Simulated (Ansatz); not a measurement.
# IrO₂: strain energy, fitted

IrO₂, P4_2/mnm, a = 4.529 Å, c = 3.180 Å. Ansatz: PBE, PAW, 420 eV, Γ-centred 8×8×12 mesh on 6 atoms, Gaussian smearing 0.10 eV; no spin polarisation. Series: biaxial strain in the a-b plane, c and atoms relaxed; x is the strain in per cent. y is the free energy over the unstrained cell, V0 = 10.870 Å³/atom.

| x (%) | y (meV/atom) |
| --- | --- |
| -6.0 | ? |
| -4.0 | 53.73 |
| -2.0 | 12.67 |
| 0.0 | 0.00 |
| 2.0 | 11.29 |
| 4.0 | 42.75 |
| 6.0 | 91.19 |

Q: Fit y = c2 x² + c3 x³ to the other rows, turn c2 into a modulus, and predict the missing energy.

A: Least squares on the rows shown. y = 3.0228 x² − 0.082258 x³. In eV per unit strain² c2 is 30.23; M is the biaxial modulus (E = M V0 ε²): 30.23 × 160.2 / (10.870) = 445 GPa. At x = -6.0 the fit asked for gives 126.59 meV/atom. The run gave 128.43 meV/atom, so the fit is 1.84 meV/atom too low, 1.4 % of the span of the series, against an rms of 0.19 meV/atom on the fitted rows. The row lies outside the fitted range. With a term in x⁴ added, a fit to the same known rows predicts 128.25 meV/atom, so most of the miss is curvature that the known rows already hold.

Spin–orbit coupling is left out, which can shift energies with elements as heavy as these.